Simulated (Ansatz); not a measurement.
An input for Ansatz 0.2.0 (Mo):

run.py

```python
import json

import ase.io
import numpy as np

import ansatz as az

atoms = ase.io.read("POSCAR", format="vasp")

calculation = (
    az.Crystal.from_ase(atoms)
    .calculation()
    .kpoints(12, 12, 12)
    .functional("rpbe")
    .pseudopotentials(kind="nc")
    .hubbard(projectors="atomic", double_counting="fll")
    .hubbard("Mo", "d", u_eff=4.0)
    .occupations(method="fermi_dirac", width=0.025)
    .dielectric(method="finite_field")
    .band_table(publish=True)
)
outcome = calculation.run(threads=2, events_out="events.jsonl")

report = outcome.report
for line in open("events.jsonl"):
    event = json.loads(line)
    if event["event"] == "scf_iter":
        d = event["data"]
        print(f"SCF {d['iter']:3d}  HF = {d['harris_foulkes_ev']:.6f} eV  dr2 = {d['dr2_ev']:.2e} eV")
    elif event["event"] in ("relax_step", "md_step"):
        d = event["data"]
        print(f"{event['event']} {d['step']:3d}  E = {d['lagrangian_ev']:.6f} eV")
np.set_printoptions(precision=5, suppress=True, linewidth=110)
print("converged:", report["converged"], "after", report["n_iterations"], "iterations")
print(f"free energy {report['free_energy_ev']:.6f} eV, Fermi level {report['fermi_energy_ev']:.4f} eV")
for key in ("band_edges_ev", "magnetization_mub", "site_moments_mub", "site_moments_nc_mub", "forces_ev_ang",
                "stress_gpa"):
    if report.get(key) is not None:
        print(key, np.array(report[key]), sep="\n")
```

POSCAR

```
Mo
1.0
   -1.5838089719      1.5838089719      1.5838089719
    1.5838089719     -1.5838089719      1.5838089719
    1.5838089719      1.5838089719     -1.5838089719
Mo
1
Direct
    0.0000000000      0.0000000000      0.0000000000
```

Potentials or basis: Ansatz NC.

Run with:

```sh
$ python run.py
```

Problem. What does the program do with it?

Solution. The run stopped without a result. It printed:

Output:

```text
Traceback (most recent call last):
  File "run.py", line 22, in <module>
  [frames inside libraries left out]
ansatz.RefusalError: 2 input errors — fix all and re-run
  1. dielectric.method: finite_field with hamiltonian.hubbard — a member under a finite field does not solve under a Hubbard term; drop the hubbard correction
  2. dielectric.method: finite_field without scf.occupations: <method: fixed | width below 1e-15 eV> — a finite field needs the electrons in whole bands by their count alone, which a smearing, tetrahedra or a typed table does not promise: set scf.occupations.method: fixed
```
